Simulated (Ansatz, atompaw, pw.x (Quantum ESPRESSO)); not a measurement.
# lead (Pb) (sc): variants of one PAW (atompaw) potential in the solid

lead (Pb), PAW, made with atompaw 4.2.0.5 (PBE, scalar-relativistic). Core [Xe] 4f14 5d10, reference 6s2 6p2. Waves: 6s (bound): rc 2.20 bohr; 6s channel at 3.75 Ry: rc 2.20 bohr; 6p (bound): rc 3.00 bohr; 6p channel at 4.9 Ry: rc 3.00 bohr; 6d channel at 0.2 Ry: rc 3.00 bohr. Local part: troulliermartins scheme with l = 3 at -0.5 Ry, radius 2.40 bohr. Core correction: smooth core density matched at 2.20 bohr. Augmentation charge: sinc compensation charge, radius 2.45 bohr; PAW radius 3.00 bohr; waves and projectors: custom rrkj vanderbiltortho.

Crystal test: sc Pb in pw.x 7.5, no spin, 10³ k-points, Fermi–Dirac smearing 0.01 Ry, cutoffs set for each file from its atomic test. The reference is all-electron LAPW (Ansatz 0.2.0) with the same functional, mesh and smearing; V0 and B0 come from Birch–Murnaghan fits to the pressures at five volumes. Errors are pseudo minus all-electron; Δ is the rms difference of the E(V) curves that follow from these fits, minima aligned, over ±6 % about the mean V0. Mesh and smearing are coarse, so the numbers serve the comparison and aren't converged zero-temperature values; the lattice is a test structure that the element need not adopt.

All-electron: a0 = 3.254 Å (V0 = 34.44 Å³/atom), B0 = 34.9 GPa.

Base: This is a poor potential for the solid. The logarithmic derivative shows an extra or strongly shifted pseudo pole above the reference energy (d near 1.07 Ry).

1 further variants are left out: they gave no file fit for a test, a broken result, the same result as the base, or pressures whose basis-set error rivals the error shown.

A dash in a converged row means that the minimum lies outside the volumes sampled.

| change | cutoffs (Ry) | pw.x | a0 (Å) | a0 error (%) | B0 error (%) | Δ (meV/atom) | mean pressure error (GPa) |
| --- | --- | --- | --- | --- | --- | --- | --- |
| base | 40/400 | converged | 3.215 | -1.20 | +4.8 | 9.6 | -1.21 |
| added wave 6d channel at 1.05 Ry: rc 2.45 bohr | 40/400 | converged | 3.235 | -0.56 | +3.0 | 4.5 | -0.58 |
| local potential bessel scheme, radius 2.40 bohr | 40/400 | converged | 3.232 | -0.67 | +4.0 | 5.4 | -0.70 |
| core correction smooth core density matched at 1.78 bohr | 40/400 | converged | 3.214 | -1.20 | +4.8 | 9.6 | -1.22 |

**Question.** Give the row for: local potential troulliermartins scheme with l = 3 at -0.5 Ry, radius 2.22 bohr.

**Answer.** pw.x: converged; bound ghost; mean pressure error (GPa): -2.39.
